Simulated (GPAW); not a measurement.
Ag:

```xyz
1
Lattice="-1.6557 1.6557 1.6557 1.6557 -1.6557 1.6557 1.6557 1.6557 -1.6557" Properties=species:S:1:pos:R:3 pbc="T T T"
Ag    0.0000    0.0000    0.0000
```

This isn't the form of Ag at room conditions, which is fcc.

Base run:

* Program: GPAW 26.7.0
* Functional: BLYP
* Potentials or basis: PAW data sets generated in the run's folder for this functional
* Cutoff: 600 eV
* Basis: pw
* k mesh: 11 × 11 × 11
* Occupations: fermi-dirac, width 0.05 eV
* Spin: no spin polarisation

Its results: band gap on the k mesh none (metal or under the smearing width); pressure 5.6 GPa.

Task: After a change of settings the same cell gave: band gap on the k mesh none (metal or under the smearing width); pressure -7.3 GPa. Which change was it?
A. functional from BLYP to PW91
B. functional from BLYP to revPBE; potentials or basis from PAW data sets generated in the run's folder for this functional to the program's PAW data sets (release 1.2.1) made for this functional
C. functional from BLYP to PBEsol
D. functional from BLYP to LDA; potentials or basis from PAW data sets generated in the run's folder for this functional to the program's PAW data sets (release 1.2.1) made for this functional

Result: C.

PBEsol binds more tightly than BLYP, so the same cell stands under less pressure.

Runs at the PBE level aren't shown here.
